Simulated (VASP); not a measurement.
# SiO2 (P4_2/mnm) in VASP: settings compared

Aim: see how the results for SiO2 move with the level of theory and the settings. Levels: PBEsol, r2SCAN, TB-mBJ. Tasks: band structure.

Program: VASP 6.6.1. These are calculated values, not measurements. Logs are shortened: lines on timing, memory, paths and dates and some standing lists are left out, and cuts for length are marked.

### Step 1. The crystal as given

The structure is tetragonal, space group P4_2/mnm (No. 136). Conventional cell: a = 4.192 Å, b = 4.192 Å, c = 2.683 Å, α = 90.00°, β = 90.00°, γ = 90.00°. Si (site symmetry mmm) has 6 O at 1.77 to 1.81 Å as nearest neighbours. O (site symmetry m2m) has 3 Si at 1.77 to 1.81 Å as nearest neighbours.

### Step 2. Band structure, PBEsol

POSCAR reads:

```
SiO2
1.0
    4.1922600000      0.0000000000      0.0000000000
    0.0000000000      4.1922600000      0.0000000000
    0.0000000000      0.0000000000      2.6825200000
Si O
2 4
Direct
    0.0000000000      0.0000000000      0.0000000000
    0.5000000000      0.5000000000      0.5000000000
    0.3058400000      0.3058400000      0.0000000000
    0.1941600000      0.8058400000      0.5000000000
    0.6941600000      0.6941600000      1.0000000000
    0.8058400000      0.1941600000      0.5000000000
```

INCAR.step1 reads:

```
ALGO = Normal
EDIFF = 1E-7
ENCUT = 520
GGA = PS
ISIF = 2
ISMEAR = 0
LASPH = T
LCHARG = T
LREAL = F
LWAVE = F
NELM = 80
PREC = Accurate
SIGMA = 0.02
```

KPOINTS.step1 reads:

```
k-points
0
Gamma
  6 6 8
```

INCAR.step2 reads:

```
ALGO = Normal
EDIFF = 1E-7
ENCUT = 520
GGA = PS
ICHARG = 11
ISIF = 2
ISMEAR = 0
LASPH = T
LCHARG = F
LREAL = F
LWAVE = F
NELM = 80
PREC = Accurate
SIGMA = 0.05
```

KPOINTS.step2 reads:

```
path GXMGZRAZ,XR,MA
15
line-mode
reciprocal
 0.0000000000  0.0000000000  0.0000000000  G
 0.0000000000  0.5000000000  0.0000000000  X

 0.0000000000  0.5000000000  0.0000000000  X
 0.5000000000  0.5000000000  0.0000000000  M

 0.5000000000  0.5000000000  0.0000000000  M
 0.0000000000  0.0000000000  0.0000000000  G

 0.0000000000  0.0000000000  0.0000000000  G
 0.0000000000  0.0000000000  0.5000000000  Z

 0.0000000000  0.0000000000  0.5000000000  Z
 0.0000000000  0.5000000000  0.5000000000  R

 0.0000000000  0.5000000000  0.5000000000  R
 0.5000000000  0.5000000000  0.5000000000  A

 0.5000000000  0.5000000000  0.5000000000  A
 0.0000000000  0.0000000000  0.5000000000  Z

 0.0000000000  0.5000000000  0.0000000000  X
 0.0000000000  0.5000000000  0.5000000000  R

 0.5000000000  0.5000000000  0.0000000000  M
 0.5000000000  0.5000000000  0.5000000000  A
```

Potentials or basis: VASP PAW PBE potentials, release 64 (Si, O).

Command:

```sh
> cat potpaw_PBE.64/Si/POTCAR potpaw_PBE.64/O/POTCAR > POTCAR
> cp INCAR.step1 INCAR
> cp KPOINTS.step1 KPOINTS
> mpirun -np 1 vasp_std > vasp.out
> cp INCAR.step2 INCAR
> cp KPOINTS.step2 KPOINTS
> mpirun -np 1 vasp_std > vasp.out
```

OUTCAR:

```text
EDIFF = 1E-7
   ENCUT = 520
   GGA = PS
   ICHARG = 11
   ISIF = 2
   ISMEAR = 0
   LASPH = T
   LREAL = F
   NELM = 80
   PREC = Accurate

 ion  position               nearest neighbor table
   1  0.000  0.000  0.000-   4 1.77   6 1.77   4 1.77   6 1.77   5 1.81   3 1.81
   2  0.500  0.500  0.500-   3 1.77   5 1.77   3 1.77   5 1.77   4 1.81   6 1.81
   3  0.306  0.306  0.000-   2 1.77   2 1.77   1 1.81
   4  0.194  0.806  0.500-   1 1.77   1 1.77   2 1.81
   5  0.694  0.694  0.000-   2 1.77   2 1.77   1 1.81
   6  0.806  0.194  0.500-   1 1.77   1 1.77   2 1.81

  LATTYP: Found a simple tetragonal cell.
 ALAT       =     4.1922600000
 C/A-ratio  =     0.6398744353

  Lattice vectors:

 A1 = (   4.1922600000,   0.0000000000,   0.0000000000)
 A2 = (   0.0000000000,   4.1922600000,   0.0000000000)
 A3 = (   0.0000000000,   0.0000000000,   2.6825200000)

Analysis of symmetry for initial positions (statically):
=====================================================================
 Subroutine PRICEL returns:
 Original cell was already a primitive cell.

 Routine SETGRP: Setting up the symmetry group for a
 simple tetragonal supercell.

 Subroutine GETGRP returns: Found 16 space group operations
 (whereof  8 operations were pure point group operations)
 out of a pool of 16 trial point group operations.

The static configuration has the point symmetry D_2h.
 The point group associated with its full space group is D_4h.

Analysis of symmetry for dynamics (positions and initial velocities):
=====================================================================
 Subroutine PRICEL returns:
 Original cell was already a primitive cell.

 Routine SETGRP: Setting up the symmetry group for a
 simple tetragonal supercell.

 Subroutine GETGRP returns: Found 16 space group operations
 (whereof  8 operations were pure point group operations)
 out of a pool of 16 trial point group operations.

The dynamic configuration has the point symmetry D_2h.
 The point group associated with its full space group is D_4h.

 Subroutine INISYM returns: Found 16 space group operations
 (whereof  8 operations are pure point group operations),
 and found     1 'primitive' translations

----------------------------------------------------------------------------------------

                                     Primitive cell

  volume of cell :      47.1454

  direct lattice vectors                    reciprocal lattice vectors
     4.192260000  0.000000000  0.000000000     0.238534824  0.000000000  0.000000000
     0.000000000  4.192260000  0.000000000     0.000000000  0.238534824  0.000000000
     0.000000000  0.000000000  2.682520000     0.000000000  0.000000000  0.372783800

  length of vectors
     4.192260000  4.192260000  2.682520000     0.238534824  0.238534824  0.372783800

  position of ions in fractional coordinates (direct lattice)
     0.000000000  0.000000000  0.000000000
     0.500000000  0.500000000  0.500000000
     0.305840000  0.305840000  0.000000000
     0.194160000  0.805840000  0.500000000
     0.694160000  0.694160000  0.000000000
     0.805840000  0.194160000  0.500000000

  ion indices of the primitive-cell ions
   primitive index   ion index
                 1           1
                 2           2
                 3           3
                 4           4
                 5           5
                 6           6

----------------------------------------------------------------------------------------

 KPOINTS: path GXMGZRAZ,XR,MA

Interpolating k-points between supplied coordinates.

 Line segments in fractional coordinates (reciprocal lattice):
    0.000000  0.000000  0.000000  ...  0.000000  0.500000  0.000000
    0.000000  0.500000  0.000000  ...  0.500000  0.500000  0.000000
    0.500000  0.500000  0.000000  ...  0.000000  0.000000  0.000000
    0.000000  0.000000  0.000000  ...  0.000000  0.000000  0.500000
    0.000000  0.000000  0.500000  ...  0.000000  0.500000  0.500000
    0.000000  0.500000  0.500000  ...  0.500000  0.500000  0.500000
    0.500000  0.500000  0.500000  ...  0.000000  0.000000  0.500000
    0.000000  0.500000  0.000000  ...  0.000000  0.500000  0.500000
    0.500000  0.500000  0.000000  ...  0.500000  0.500000  0.500000

 Generated    15 points on each line segment, for a total of    135 k-points:

 Following reciprocal coordinates:
            Coordinates               Weight
  0.000000  0.000000  0.000000      0.007407
  0.000000  0.035714  0.000000      0.007407
  0.000000  0.071429  0.000000      0.007407
  0.000000  0.107143  0.000000      0.007407
  0.000000  0.142857  0.000000      0.007407
  0.000000  0.178571  0.000000      0.007407
[... 16 lines left out ...]
  0.250000  0.500000  0.000000      0.007407
  0.285714  0.500000  0.000000      0.007407
 [... further k-points ...]
   k-points           NKPTS =    135   k-points in BZ     NKDIM =    135   number of bands    NBANDS=     20
   number of dos      NEDOS =    301   number of ions     NIONS =      6
   total plane-waves  NPLWV =  20480
   dimension x,y,z NGX =    32 NGY =   32 NGZ =   20
   dimension x,y,z NGXF=    64 NGYF=   64 NGZF=   40
   ions per type =               2   4
   NGX,Y,Z   is equivalent  to a cutoff of  12.69, 12.69, 12.39 a.u.
   NGXF,Y,Z  is equivalent  to a cutoff of  25.38, 25.38, 24.79 a.u.
 SYSTEM =  unknown system
   PREC   = accura    normal or accurate (medium, high low for compatibility)
   ISTART =      0    job   : 0-new  1-cont  2-samecut
   ICHARG =     11    charge: 1-file 2-atom 10-const
   ISPIN  =      1    spin polarized calculation?
   LNONCOLLINEAR =      F non collinear calculations
   LSORBIT =      F    spin-orbit coupling
   LASPH  =      T    aspherical Exc in radial PAW
   ENCUT  =  520.0 eV  38.22 Ry    6.18 a.u.   7.79  7.79  4.99*2*pi/ulx,y,z
   NELM   =     80;   NELMIN=  2; NELMDL=  0     # of ELM steps
   EDIFF  = 0.1E-06   stopping-criterion for ELM
   LREAL  =      F    real-space projection
   EDIFFG = 0.1E-05   stopping-criterion for IOM
   NSW    =      0    number of steps for IOM
   IBRION =     -1    ionic relax: 0-MD 1-quasi-New 2-CG
   NFREE  =      0    steps in history (QN), initial steepest desc. (CG)
   ISIF   =      2    stress and relaxation
   ISYM   =      2    0-nonsym 1-usesym 2-fastsym
   POTIM  = 0.5000    time-step for ionic-motion
   TEBEG  =    0.0;   TEEND  =   0.0 temperature during run
   PSTRESS=    0.0 pullay stress
   NELECT =      32.0000    total number of electrons
   NUPDOWN=      -1.0000    fix difference up-down
   EMIN   =  10.00;   EMAX   =-10.00  energy-range for DOS
   EFERMI =   0.00;   METHOD = LEGACY
   ISMEAR =     0;   SIGMA  =   0.05  broadening in eV -4-tet -1-fermi 0-gaus
   EFERMI_NEDOS =   21; number of points for ismear=-14 and -15
   IALGO  =     38    algorithm
   IMIX   =      4    mixing-type and parameters
     AMIX     =   0.40;   BMIX     =  1.00
     AMIX_MAG =   1.60;   BMIX_MAG =  1.00
  volume/ion in A,a.u.               =       7.86        53.03
  Fermi-wavevector in a.u.,A,eV,Ry     =   1.438727  2.718800 28.163176  2.069935
  Thomas-Fermi vector in A             =   2.557662
   LORBIT       =      0    0 simple, 1 ext, 2 COOP (PROOUT), +10 PAW based schemes
   GGA     = PS    functional components
   LHFCALC =     F    Hartree Fock is set to
   AEXX    =    0.0000 exact exchange contribution
   IVDW    =     0    specifies the selected vdW correction
   LEPSILON=     F    determine dielectric tensor
   LRPA    =     F    only Hartree local field effects (RPA)
 non-spin polarized calculation
 Gauss-broadening in eV      SIGMA  =   0.05
  energy-cutoff  :      520.00
  volume of cell :       47.15
 maximum number of plane-waves:      1290
 NGX is ok and might be reduce to    32

 number of electron      31.9999976 magnetization

 Free energy of the ion-electron system (eV)
  ---------------------------------------------------
  ext. energy  EPLUGINS =         0.00000000
  ---------------------------------------------------
  free energy    TOTEN  =       -48.41803047 eV

  energy without entropy =      -48.41803047  energy(sigma->0) =      -48.41803047

 E-fermi :   8.3315     XC(G=0): -12.4667

 val. band max:        8.0066087909   @ k =   0.0000   0.0000   0.0000
 cond. band min:      13.3436371260   @ k =   0.0000   0.0000   0.0000
 fundamental gap:      5.3370283351
 Fermi energy:         8.3314861371

 k-point     1 :       0.0000    0.0000    0.0000
  band No.  band energies     occupation
      1     -14.4385      2.00000
      2     -10.8096      2.00000
      3     -10.8096      2.00000
      4     -10.5634      2.00000
      5      -2.8723      2.00000
      6       1.5762      2.00000
[... 12 lines left out ...]
     19      16.2119      0.00000
     20      16.2119      0.00000

 k-point     2 :       0.0000    0.0357    0.0000
  band No.  band energies     occupation
      1     -14.4318      2.00000
      2     -10.8780      2.00000
      3     -10.8062      2.00000
      4     -10.5096      2.00000
      5      -2.8630      2.00000
      6       1.5260      2.00000
[... 12 lines left out ...]
     19      16.2126      0.00000
     20      16.2161      0.00000

 k-point     3 :       0.0000    0.0714    0.0000
  band No.  band energies     occupation
      1     -14.4117      2.00000
      2     -11.0148      2.00000
      3     -10.7957      2.00000
      4     -10.4164      2.00000
      5      -2.8351      2.00000
      6       1.3920      2.00000
[... 12 lines left out ...]
     19      16.2162      0.00000
     20      16.2285      0.00000

 k-point     4 :       0.0000    0.1071    0.0000
  band No.  band energies     occupation
      1     -14.3782      2.00000
      2     -11.1751      2.00000
      3     -10.7786      2.00000
      4     -10.3283      2.00000
      5      -2.7892      2.00000
      6       1.2048      2.00000
[... 429 lines left out ...]
 k-point    23 :       0.2500    0.5000    0.0000
  band No.  band energies     occupation
      1     -12.9858      2.00000
      2     -12.9858      2.00000
      3     -10.6958      2.00000
      4     -10.6958      2.00000
      5      -0.6947      2.00000
      6      -0.6947      2.00000
[... 12 lines left out ...]
     19      17.2868      0.00000
     20      17.2868      0.00000

 k-point    24 :       0.2857    0.5000    0.0000
  band No.  band energies     occupation
      1     -12.9287      2.00000
      2     -12.9287      2.00000
      3     -10.7933      2.00000
      4     -10.7933      2.00000
      5      -0.5376      2.00000
      6      -0.5376      2.00000
[... 12 lines left out ...]
     19      17.3981      0.00000
     20      17.3981      0.00000

 [... further k-points ...]

------------------------ aborting loop because EDIFF is reached ----------------------------------------

  FORCE on cell =-STRESS in cart. coord.  units (eV):
  Direction    XX          YY          ZZ          XY          YZ          ZX
  --------------------------------------------------------------------------------------
  -------------------------------------------------------------------------------------
  Total        0.6836561      0.6836561      3.7891709     -0.0000000      0.0000000      0.0000000
  in kB       23.2331936     23.2331936    128.7702066     -0.0000000      0.0000000      0.0000000
  external PRESSURE =      58.4121979 kB  Pullay stress =       0.0000000 kB

 VOLUME and BASIS-vectors are now :
 -----------------------------------------------------------------------------
  energy-cutoff  :      520.00
  volume of cell :       47.15
      direct lattice vectors                 reciprocal lattice vectors
     4.192260000  0.000000000  0.000000000     0.238534824  0.000000000  0.000000000
     0.000000000  4.192260000  0.000000000     0.000000000  0.238534824  0.000000000
     0.000000000  0.000000000  2.682520000     0.000000000  0.000000000  0.372783800

 POSITION                                       TOTAL-FORCE (eV/Angst)
 -----------------------------------------------------------------------------------
      0.00000      0.00000      0.00000         0.000000     -0.000000     -0.000000
      2.09613      2.09613      1.34126         0.000000     -0.000000     -0.000000
      1.28216      1.28216      0.00000         0.024441      0.024441     -0.000000
      0.81397      3.37829      1.34126        -0.024441      0.024441     -0.000000
      2.91010      2.91010      0.00000        -0.024441     -0.024441      0.000000
      3.37829      0.81397      1.34126         0.024441     -0.024441     -0.000000
 -----------------------------------------------------------------------------------
    total drift:                                0.000000     -0.000000     -0.000000

  FREE ENERGIE OF THE ION-ELECTRON SYSTEM (eV)
  ---------------------------------------------------
  free  energy   TOTEN  =       -48.4180304680 eV

  energy  without entropy=      -48.4180304680  energy(sigma->0) =      -48.41803047
```

It took 33 s on 1 thread of Intel Xeon 6975P-C (Granite Rapids), shared host; peak memory 0.21 GiB.

What came out:

```yaml
Band_gap_on_the_k_mesh: 5.34 eV, direct
Band_gap_along_the_path: 5.34 eV, direct
```

Levels at the corners of the path, in eV from the valence-band top:
```
point  band 12  band 13  band 14  band 15  band 16  band 17  band 18  band 19  band 20
    Γ    -3.14    -2.52    -0.88    -0.88     0.00     5.34     6.44     8.21     8.21
    X    -3.89    -2.69    -2.69    -1.07    -1.07     7.48     7.48     8.79     8.79
    X    -3.89    -2.69    -2.69    -1.07    -1.07     7.48     7.48     8.79     8.79
    M    -3.27    -2.70    -2.70    -2.27    -2.27     7.17     7.17     9.79     9.79
    M    -3.27    -2.70    -2.70    -2.27    -2.27     7.17     7.17     9.79     9.79
    Γ    -3.14    -2.52    -0.88    -0.88     0.00     5.34     6.44     8.21     8.21
    Γ    -3.14    -2.52    -0.88    -0.88     0.00     5.34     6.44     8.21     8.21
    Z    -4.64    -3.09    -3.09    -2.68    -2.68     8.86     8.86    12.33    12.36
    Z    -4.64    -3.09    -3.09    -2.68    -2.68     8.86     8.86    12.33    12.40
    R    -4.00    -2.28    -2.28    -1.76    -1.76     8.56     8.56     9.62     9.62
    R    -4.00    -2.28    -2.28    -1.76    -1.76     8.56     8.56     9.62     9.62
    A    -4.49    -1.76    -1.76    -1.55    -1.55     6.94     6.94    10.75    10.76
    A    -4.49    -1.76    -1.76    -1.55    -1.55     6.94     6.94    10.75    10.75
    Z    -4.64    -3.09    -3.09    -2.68    -2.68     8.86     8.86    12.33    12.35
    X    -3.89    -2.69    -2.69    -1.07    -1.07     7.48     7.48     8.79     8.79
    R    -4.00    -2.28    -2.28    -1.76    -1.76     8.56     8.56     9.62     9.62
    M    -3.27    -2.70    -2.70    -2.27    -2.27     7.17     7.17     9.79     9.79
    A    -4.49    -1.76    -1.76    -1.55    -1.55     6.94     6.94    10.75    10.75
```

Caveat: the log is that of the step along the path at fixed density, whose energy, stress, charges and moments have no meaning; the PAW data sets were made with another functional, which shifts forces and pressure a little.

### Step 3. Band structure, r2SCAN

INCAR reads:

```
ALGO = Normal
EDIFF = 1E-7
ENCUT = 520
ISIF = 2
ISMEAR = 0
LASPH = T
LCHARG = F
LMIXTAU = T
LREAL = F
LWAVE = F
METAGGA = R2SCAN
NELM = 80
PREC = Accurate
SIGMA = 0.02
```

KPOINTS reads:

```
k-points
0
Gamma
  6 6 8
```

POSCAR is that of step 2.

KPOINTS_OPT reads:

```
path GXMGZRAZ,XR,MA
15
line-mode
reciprocal
 0.0000000000  0.0000000000  0.0000000000  G
 0.0000000000  0.5000000000  0.0000000000  X

 0.0000000000  0.5000000000  0.0000000000  X
 0.5000000000  0.5000000000  0.0000000000  M

 0.5000000000  0.5000000000  0.0000000000  M
 0.0000000000  0.0000000000  0.0000000000  G

 0.0000000000  0.0000000000  0.0000000000  G
 0.0000000000  0.0000000000  0.5000000000  Z

 0.0000000000  0.0000000000  0.5000000000  Z
 0.0000000000  0.5000000000  0.5000000000  R

 0.0000000000  0.5000000000  0.5000000000  R
 0.5000000000  0.5000000000  0.5000000000  A

 0.5000000000  0.5000000000  0.5000000000  A
 0.0000000000  0.0000000000  0.5000000000  Z

 0.0000000000  0.5000000000  0.0000000000  X
 0.0000000000  0.5000000000  0.5000000000  R

 0.5000000000  0.5000000000  0.0000000000  M
 0.5000000000  0.5000000000  0.5000000000  A
```

Potentials or basis: VASP PAW PBE potentials, release 64 (Si, O).

Command:

```sh
> cat potpaw_PBE.64/Si/POTCAR potpaw_PBE.64/O/POTCAR > POTCAR
> mpirun -np 1 vasp_std > vasp.out
```

Wall time 1.9 min (1 thread of Intel Xeon 6975P-C (Granite Rapids), shared host); peak memory 0.2 GiB.

Results (log left out):

```
Free energy             : -58.7835 eV
Pressure                : -2.7 GPa
Largest force           : 0.064 eV/Å
Band gap on the k mesh  : 6.33 eV, direct
Band gap along the path : 6.33 eV, direct
```

Forces in eV/Å, atoms in the order of the input:
```
Si   0.000  0.000  0.000
Si   0.000  0.000  0.000
O    0.046  0.046  0.000
O   -0.046  0.046  0.000
O   -0.046 -0.046  0.000
O    0.046 -0.046  0.000
```

Stress tensor (GPa, compression positive):
```
-2.34  0.00  0.00
 0.00 -2.34  0.00
 0.00  0.00 -3.52
```

Levels at the corners of the path, in eV from the valence-band top:
```
point  band 14  band 15  band 16  band 17  band 18  band 19
    Γ    -0.88    -0.88     0.00     6.33     7.55     9.34
    X    -2.71    -1.06    -1.06     8.55     8.55     9.93
    X    -2.71    -1.06    -1.06     8.55     8.55     9.93
    M    -2.68    -2.28    -2.28     8.26     8.26    10.93
    M    -2.68    -2.28    -2.28     8.26     8.26    10.93
    Γ    -0.88    -0.88     0.00     6.33     7.55     9.34
    Γ    -0.88    -0.88     0.00     6.33     7.55     9.34
    Z    -3.08    -2.68    -2.68    10.01    10.01    13.64
    Z    -3.08    -2.68    -2.68    10.01    10.01    13.64
    R    -2.28    -1.78    -1.78     9.70     9.70    10.81
    R    -2.28    -1.78    -1.78     9.70     9.70    10.81
    A    -1.75    -1.59    -1.59     8.03     8.03    11.96
    A    -1.75    -1.59    -1.59     8.03     8.03    11.96
    Z    -3.08    -2.68    -2.68    10.01    10.01    13.64
    X    -2.71    -1.06    -1.06     8.55     8.55     9.93
    R    -2.28    -1.78    -1.78     9.70     9.70    10.81
    M    -2.68    -2.28    -2.28     8.26     8.26    10.93
    A    -1.75    -1.59    -1.59     8.03     8.03    11.96
```

Caveat: the PAW data sets were made with another functional, which shifts forces and pressure a little. r2SCAN opens gaps a little over a GGA but as a rule still falls short of measured ones.

(Continued in part 2 of 2.)
